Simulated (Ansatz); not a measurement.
# GaN (P6_3mc): polarisation and piezoelectric response, part 1 of 2

Aim: the Berry-phase polarisation of GaN (P6_3mc) and its elastic and piezoelectric constants.

The COD entry's cell or inner coordinates are ideal or old and differ from later refinements, so a difference from it is no clean test against experiment.

Method: DFT PBEsol, scalar-relativistic, plane waves, PAW, in Ansatz 0.2.0.

1 further run of the same task is left out (set aside as unsound or not needed).

### 1 The structure to begin with

Symmetry: P6_3mc, No. 186, hexagonal system. The conventional cell has a = 3.183 Å, b = 3.183 Å, c = 5.185 Å, α = 90.00°, β = 90.00°, γ = 120.00°. Ga (site symmetry 3m) is surrounded by 4 N at 1.95 Å. N (site symmetry 3m) has 4 Ga at 1.95 Å as nearest neighbours.

As a file:

```
Ga N
1.0
     3.18274    0.00000    0.00000
    -1.59137    2.75633    0.00000
     0.00000    0.00000    5.18543
Ga N
2 2
Direct
  0.33333 0.66667 0.99919
  0.66667 0.33333 0.49919
  0.33333 0.66667 0.37581
  0.66667 0.33333 0.87581
```

An earlier run at PBEsol left this cell at 11.373 Å³/atom and -0.02 GPa (12×12×8 mesh), gap on the mesh 1.87 eV.

### 2 Formal polarisation by the Berry phase

Input file input.yaml:

```yaml
crystal:
  lattice:
    - [3.1827403656, 1.0e-10, 0.0]
    - [-1.5913701828, 2.7563340102, 0.0]
    - [0.0, 0.0, 5.1854270288]
  atoms:
    - { symbol: Ga, position: [0.3333333333, 0.6666666667, -0.0008070976] }
    - { symbol: Ga, position: [0.6666666667, 0.3333333333, 0.4991929024] }
    - { symbol: "N", position: [0.3333333333, 0.6666666667, 0.3758070976] }
    - { symbol: "N", position: [0.6666666667, 0.3333333333, 0.8758070976] }
basis:
  ecutwfc: 420
  ecutrho_ratio: 4
kpoints:
  mp_grid: { grid: [12, 12, 8] }
hamiltonian:
  xc: pbesol
scf:
  occupations: { method: fixed }
  convergence: { dr2_threshold: 1.0e-11 }
output:
  forces: true
  stress: true
  eigenvalues: true
  polarization: {}
```

The run is started by

```
> ansatz run input.yaml --threads 4 --pin off --max-ram 9216MiB --backend cpu --events-out ev --progress --plain --runs-dir out
```

What it wrote, shortened:

```text
Warning: RAYON_NUM_THREADS=4 ignored (pool sized by the plan → 4); use --threads N
[...]
Pseudopotentials: kind: paw
Pseudopotential: Ga, paw, valence charge 13, recommended cutoff 420 eV (normal), Ga.paw.azcp
Pseudopotential: N, paw, valence charge 5, recommended cutoff 420 eV (normal), N.paw.azcp
Functional definition: PBEsol
[...]
Crystal: 4 atoms, lattice volume = 45.490 Å³
Basis set: ecut = 420 eV, 893 PW (Γ), exchange–correlation on 48×48×72 points (8 copies of the dense FFT grid, shifted against one another)
Bands: 22, of which v1, the nominal top of the filled ones, is band 18 counted from 1 (17 counted from 0)
Symmetry: 12 space group operations
Space group: P63mc (ITA 186), of the structure as read, at distance tolerance 3.6e-5 Å
k-points: 95 of 1152 (time reversal used)
[...]
SCF iter   1: F=—  HF=-8245.714484 eV  |F-HF|=—  |Δ(HF+E_count)|=         —  Δρ=1.27e-2  dr2=7.11e-2  ethr=1.77e-3  ⟨swp⟩=4.3  Hψ=7357  notcnv=0  defer=84
[...]
SCF iter   9: F=-8245.694272 eV  HF=-8245.694272 eV  |F-HF|=1.82e-12  |Δ(HF+E_count)|=  1.18e-10  Δρ=9.29e-8  dr2=3.30e-12  ethr=1.00e-12  ⟨swp⟩=6.1  Hψ=11134  notcnv=0
[...]
NSCF: frozen V_eff on 98 k-points
SCF converged after 9 iterations
Free energy (F): -8245.694272 eV
[...]
E sigma→0 (E₀):  -8245.694272 eV
Fermi energy:    9.621943 eV
[...]
--- Forces (eV/Å), atoms counted from 1 ---
  atom   1  Ga    -0.00000000    -0.00000000    -0.00044737
  atom   2  Ga     0.00000000     0.00000000    -0.00044737
  atom   3  N      0.00000000    -0.00000000     0.00044715
  atom   4  N      0.00000000     0.00000000     0.00044715
[...]
--- Stress (GPa, compression-positive) ---
       -0.023087      -0.000000       0.000000
       -0.000000      -0.023087       0.000000
        0.000000       0.000000      -0.004559
  P = ⅓ Tr σ = -0.0169 GPa (-0.169 kbar)
--- Band table (eV; the first three rows and the last of 95) ---
  k-point 0: bands = ["-6.3873", "-5.4551", "-3.8623", "-3.8468", "-3.8468", "-3.7851", "-3.7851", "-3.5902", "-3.5902", "-3.4904", "-3.4904", "-2.2238", "2.4676", "8.5745", "8.5745", "9.5777", "9.6219", "9.6219", "11.4966", "13.8229", "18.7279", "19.4381"]
[...]
--- Formal polarisation (Berry phase): one branch of a lattice of values; only differences between neighbouring runs are physical ---
  axis  mesh            electronic          ionic      p = total  spread (rad)  least overlap  resolved gap  δp at fixed H ≤   (phases in cycles; p mod 1; gap in eV; gap and δp judge the states as solved, not the mesh's step, its correction or the SCF's stop)
  b1    12×12×8        -0.00000000    18.00000000    18.00000000      0.000000         0.9060        1.8747           4.4e-6
  b2    12×12×8         0.00000000    18.00000000    18.00000000      0.000000         0.9060        1.8747           4.4e-6
  b3    12×12×8         0.99537026    12.73708644    13.73245670      0.148762         0.9213        1.8747           3.5e-6
  quantum along a1:   0.06996545 e/Å² =   112.097008 µC/cm²
  quantum along a2:   0.06996545 e/Å² =   112.097008 µC/cm²
  quantum along a3:   0.11399005 e/Å² =   182.632195 µC/cm²
  P = (  0.62968905,   1.09065342,   1.56536343) e/Å² = ( 1008.873076,  1747.419427,  2507.988704) µC/cm²  (mod the quanta)
```

Wall time 4.5 s (4 threads of Intel Xeon 6975P-C (Granite Rapids), shared host); peak memory 0.74 GiB.

Read off: volume 11.373 Å³/atom, pressure -0.02 GPa, gap on the mesh 1.87 eV.

Formal polarisation along the cell vectors, electrons and ions together:

| axis | in quanta, modulo one | quantum (μC/cm²) |
| --- | --- | --- |
| a | 0.0000 | 112.1 |
| b | 0.0000 | 112.1 |
| c | 0.7325 | 182.6 |

(Continued in part 2 of 2.)
